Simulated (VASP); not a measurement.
Write the native input for VASP 6.6.1 that does the following.

- Task: relaxation of cell and atoms
- Functional: PBE
- Potentials or basis: VASP PAW PBE potentials, release 64 (Ba_sv, Zr_sv, O)
- Cutoff: 520 eV
- k mesh: 3 × 3 × 3
- Occupations: gaussian, width 0.15 eV
- Spin: no spin polarisation
- Further INCAR settings: PREC = Normal; ALGO = Fast; EDIFF = 0.0001; IBRION = 2; EDIFFG = -0.08; NSW = 24; ISIF = 3

The structure of BaZr2O3 lies in POSCAR:

```
BaZr2O3
1.0
    2.4415517600     -4.1321520700      0.0000000000
    2.4415517600      4.1321520700      0.0000000000
    0.0000000000      0.0000000000      4.9182885700
Ba Zr O
1 2 3
Direct
    0.5000000000      0.5000000000      0.5000000000
    0.5000000000      0.5000000000      0.0000000000
    0.0000000000      0.0000000000      0.5000000000
    0.2411958400      0.7588041600      0.5000000000
    0.7588041600      0.2411958400      0.5000000000
    0.0000000000      0.0000000000      0.0000000000
```

The cell was built by a generator and needn't be a form met in nature.

One way to write it, as run:

INCAR

```
SYSTEM = BaZr2O3
PREC = Normal
ENCUT = 520
EDIFF = 1E-4
ISMEAR = 0
SIGMA = 0.15
LREAL = .FALSE.
LASPH = .TRUE.
NELM = 60
ALGO = Fast
ISIF = 3
LWAVE = .FALSE.
LCHARG = .FALSE.
GGA = PE
IBRION = 2
NSW = 24
EDIFFG = -0.08
KPAR = 2
```

KPOINTS

```
Automatic mesh
0
G
  3 3 3
  0 0 0
```

Potentials or basis: VASP PAW PBE potentials, release 64 (Ba_sv, Zr_sv, O).

Launch:

```sh
$ cat potpaw_PBE.64/Ba_sv/POTCAR potpaw_PBE.64/Zr_sv/POTCAR potpaw_PBE.64/O/POTCAR > POTCAR
$ mpirun -np 2 vasp_std > vasp.out
```

It gave:

```yaml
Relaxed_volume: 22.05 Å³/atom
Relaxed_cell: a = 5.234 Å, b = 5.234 Å, c = 5.323 Å, α = 90.00°, β = 90.00°, γ = 114.88°
Space_group_after_relaxing_to_0.05_Å: Cmmm (No. 65)
Energy_gained_by_relaxing: 613.7 meV/atom
Ionic_steps: 8
Pressure_after_relaxing: 0.2 GPa
Largest_force_after_relaxing: 0.022 eV/Å
Band_gap_on_the_k_mesh: none (metal or under the smearing width)
```

Caveat: the k mesh is coarse (spacing up to 0.50 Å⁻¹), so the values aren't converged; the volume moved by over 15 % at a fixed basis, so the end points are rough; the relaxation stopped at a loose force limit of 0.08 eV/Å, so its end isn't a converged minimum.

It took 49 s on 2 MPI ranks on Intel(R) Xeon(R) 6975P-C (Granite Rapids), with other jobs on the host, peak memory 0.17 GiB a rank.
